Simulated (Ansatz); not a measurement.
What does Ansatz print for the nuclei with this input?

The cell is a computed structure from the Materials Project (it need not be an observed phase), taken as it stands.

```yaml
crystal:
  lattice:
    - [4.95800694, 0.0, 0.0]
    - [0.0, 8.74132278, 0.0]
    - [0.0, 0.0, 8.67864274]
  atoms:
    - { symbol: Si, position: [0.93371437, 0.17405478, 0.18125693] }
    - { symbol: Si, position: [0.06628563, 0.82594522, 0.18125693] }
    - { symbol: Si, position: [0.43371437, 0.32594522, 0.31874307] }
    - { symbol: Si, position: [0.93371437, 0.17405478, 0.81874307] }
    - { symbol: Si, position: [0.06628563, 0.82594522, 0.81874307] }
    - { symbol: Si, position: [0.43371437, 0.32594522, 0.68125693] }
    - { symbol: Si, position: [0.56628563, 0.67405478, 0.31874307] }
    - { symbol: Si, position: [0.56628563, 0.67405478, 0.68125693] }
    - { symbol: O, position: [0.01355129, 0.8012656, 0.0] }
    - { symbol: O, position: [0.5, 0.5, 0.27156622] }
    - { symbol: O, position: [0.51355129, 0.6987344, 0.5] }
    - { symbol: O, position: [0.98644871, 0.1987344, 0.0] }
    - { symbol: O, position: [0.12317522, 0.28894736, 0.72160604] }
    - { symbol: O, position: [0.87682478, 0.71105264, 0.72160604] }
    - { symbol: O, position: [0.0, 0.0, 0.77156622] }
    - { symbol: O, position: [0.62317522, 0.21105264, 0.22160604] }
    - { symbol: O, position: [0.37682478, 0.78894736, 0.22160604] }
    - { symbol: O, position: [0.5, 0.5, 0.72843378] }
    - { symbol: O, position: [0.37682478, 0.78894736, 0.77839396] }
    - { symbol: O, position: [0.12317522, 0.28894736, 0.27839396] }
    - { symbol: O, position: [0.62317522, 0.21105264, 0.77839396] }
    - { symbol: O, position: [0.48644871, 0.3012656, 0.5] }
    - { symbol: O, position: [0.0, 0.0, 0.22843378] }
    - { symbol: O, position: [0.87682478, 0.71105264, 0.27839396] }
kpoints:
  mp_grid: { grid: [5, 3, 3] }
scf:
  occupations: { method: fermi_dirac, width: 0.02 }
hamiltonian:
  xc: pbe
  pseudopotentials: { kind: paw, frozen_core: stored }
output:
  forces: true
  stress: true
  populations: true
  efg: { quadrupole_moments_barn: { O: -0.02558 } }
```

```sh
ansatz run input.yaml --threads 1 --pin off --max-ram 3072MiB --backend cpu --events-out ev --progress --plain --runs-dir out
```

Of the output, the block on the nuclei alone is shown; the set-up, the SCF iterations, energies, forces and stress are cut. One atom of each set with nearly equal values is shown.

```
--- PAW observables at the nuclei: V_zz in 10²¹ V/m², potentials from the cell's mean, atoms counted from 1 ---
  atom   1  Si V_zz =    +0.476605   η = 0.9411   by run symmetry: allowed
            electrostatic potential = -1352.879847 V   contact ρ = none
  atom   9  O  V_zz =    +9.967262   η = 0.1251   by run symmetry: allowed   C_q = -6.1650 MHz
            electrostatic potential = -617.178564 V   contact ρ = none
  atom  10  O  V_zz =    +9.812436   η = 0.0950   by run symmetry: allowed   C_q = -6.0692 MHz
            electrostatic potential = -617.208581 V   contact ρ = none
  atom  13  O  V_zz =    +9.483574   η = 0.2216   by run symmetry: allowed   C_q = -5.8658 MHz
            electrostatic potential = -617.212750 V   contact ρ = none
```

Hardware: 1 thread of Intel Xeon Platinum 8488C (Sapphire Rapids) (x86_64; 16 cores open to the job, memory cap 3.0 GiB, no GPU), a shared host with a load of 0.2 a core. Wall time 23 s, CPU time 23 s, peak memory 0.73 GiB.

The largest force is 0.3 eV/Å, so the atoms aren't at the calculated equilibrium and relaxing them would move these values.
